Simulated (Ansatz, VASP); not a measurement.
## Two plane-wave programs on H

```xyz
4
Lattice="1.7310 -2.8683 0.0000 1.7310 2.8683 0.0000 0.0000 0.0000 6.6295" Properties=species:S:1:pos:R:3 pbc="T T T"
H     1.7310   -0.3890    6.6262
H     1.7310    0.3890    0.0032
H     1.7310    0.3890    3.3115
H     1.7310   -0.3890    3.3179
```

Change from the starting cell: strain +0.050 along x and y, +0.050 along z, atoms carried along.

Alike in both runs: task single point; functional LDA; k mesh 8 × 8 × 4; occupations gaussian, width 0.05 eV; no spin polarisation.

|  | VASP | Ansatz |
| --- | --- | --- |
| version | VASP 6.6.1 | Ansatz 0.2.0 |
| potentials or method | VASP PAW LDA potentials, release 64 (H) | scalar-relativistic, plane waves, PAW |
| plane-wave cutoff (eV) | 520 | 420 |
| valence electrons in the cell | 4 | 4 |

```csv
,VASP,Ansatz,Ansatz less VASP
gap on the k mesh at the Fermi level (eV),7.70,7.70,+0.004
least direct gap on the mesh (eV),7.70,7.71,+0.004
pressure (GPa),-0.9,-0.8,+0.11
largest component of the traceless stress (GPa),0.88,0.91,+0.029
rms of the force components (eV/Å),0.159,0.169,+0.0100
```

Atom by atom the forces differ by 0.010 eV/Å (rms over components).

A k mesh can miss the band edges.
